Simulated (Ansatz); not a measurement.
# SnTe: band gap under strain

Aim: follow the gap of rocksalt SnTe through these states: +2.0 % biaxial strain in x and y, free along z; +3.0 % biaxial strain in x and y, free along z; +4.0 % biaxial strain in x and y, free along z. The table at the end shows which levels were run.

The runs shown are made with Ansatz 0.2.0. PAW datasets, plane waves. The values are computed, spin-unpolarised, and not measurements.

### Step 1. The structure to begin with

The unstrained cell was relaxed with r2SCAN; in each strained cell the atoms were relaxed again with r2SCAN. Names of k-points are those of the unstrained zone, where strain can split equivalent points. First state: +2.0 % biaxial strain in x and y, free along z.

It is tetragonal, I4/mmm (No. 139); a = 4.601 Å, c = 6.369 Å in the conventional setting, 33.70 Å³ an atom. Around Sn lie 6 Te at 3.18–3.25 Å; around Te lie 6 Sn at 3.18–3.25 Å.

Structure file:

```cif
data_structure
_symmetry_space_group_name_H-M 'P 1'
_symmetry_Int_Tables_number 1
_cell_length_a 4.5522
_cell_length_b 4.5522
_cell_length_c 4.6006
_cell_angle_alpha 59.647
_cell_angle_beta 59.647
_cell_angle_gamma 60.705
_cell_volume 67.40
loop_
_atom_site_label
_atom_site_type_symbol
_atom_site_fract_x
_atom_site_fract_y
_atom_site_fract_z
_atom_site_occupancy
Sn1 Sn 0.00000 0.00000 0.00000 1
Te1 Te 0.50000 0.50000 0.50000 1
```

From earlier runs on the unstrained cell: PBE 0.01 eV, r2SCAN 0.15 eV, HSE06 0.25 eV, r2SCAN+SOC 0.08 eV; a = 6.379 Å.

### Step 2. +2.0 % biaxial strain in x and y, free along z: PBE

Input file input.yaml:

```yaml
crystal:
  lattice:
    - [0.0, 3.2531169524, 3.1842697424]
    - [3.2531169524, 0.0, 3.1842697424]
    - [3.2531169524, 3.2531169524, 0.0]
  atoms:
    - { symbol: Sn, position: [0.0, 0.0, 0.0] }
    - { symbol: Te, position: [0.5, 0.5, 0.5] }
kpoints:
  mp_grid: { grid: [8, 8, 8] }
  band_path:
    path:
      - [0.0, 0.0, 0.0]
      - [0.5, 0.0, 0.5]
      - [0.625, 0.25, 0.625]
      - [0.375, 0.375, 0.75]
      - [0.5, 0.5, 0.5]
      - [0.5, 0.25, 0.75]
      - [0.0, 0.0, 0.5]
    npoints: 1
hamiltonian:
  xc: pbe
scf:
  occupations: { method: fermi_dirac, width: 0.02 }
  n_extra_bands: 4
output:
  forces: true
  stress: true
  eigenvalues: true
```

Command:

```console
> ansatz run input.yaml --threads 2 --pin off --max-ram 20275MiB --backend cpu --events-out ev --progress --plain --runs-dir out
```

After this run come: +2.0 % biaxial strain in x and y, free along z: r2SCAN; +2.0 % biaxial strain in x and y, free along z: HSE06; +2.0 % biaxial strain in x and y, free along z: r2SCAN+SOC; +3.0 % biaxial strain in x and y, free along z: PBE; +3.0 % biaxial strain in x and y, free along z: r2SCAN; +3.0 % biaxial strain in x and y, free along z: HSE06; +3.0 % biaxial strain in x and y, free along z: r2SCAN+SOC; +4.0 % biaxial strain in x and y, free along z: PBE; +4.0 % biaxial strain in x and y, free along z: r2SCAN; +4.0 % biaxial strain in x and y, free along z: HSE06; +4.0 % biaxial strain in x and y, free along z: r2SCAN+SOC.

Q: Predict the outcome of this session.

As calculated:

Least gap in eV (negative: overlap), with the change from the unstrained cell in brackets:

```
                                         state  volume change (%)           PBE        r2SCAN         HSE06
+2.0 % biaxial strain in x and y, free along z               +3.9  0.09 (+0.08)  0.22 (+0.07)  0.36 (+0.11)
+3.0 % biaxial strain in x and y, free along z               +5.8  0.12 (+0.11)  0.25 (+0.10)  0.39 (+0.14)
+4.0 % biaxial strain in x and y, free along z               +7.8  0.14 (+0.13)  0.26 (+0.11)  0.42 (+0.17)
```

The largest move of the HSE06 gap in the table is +0.163 eV, under +4.0 % biaxial strain in x and y, free along z. PBE and HSE06 differ by 0.24 eV on the unstrained gap, and by at most 0.03 eV on its change. Spin-orbit coupling is left out of the table, though the cell holds Te (Z = 52); in an element this heavy it can shift bands and gaps by tenths of an eV.
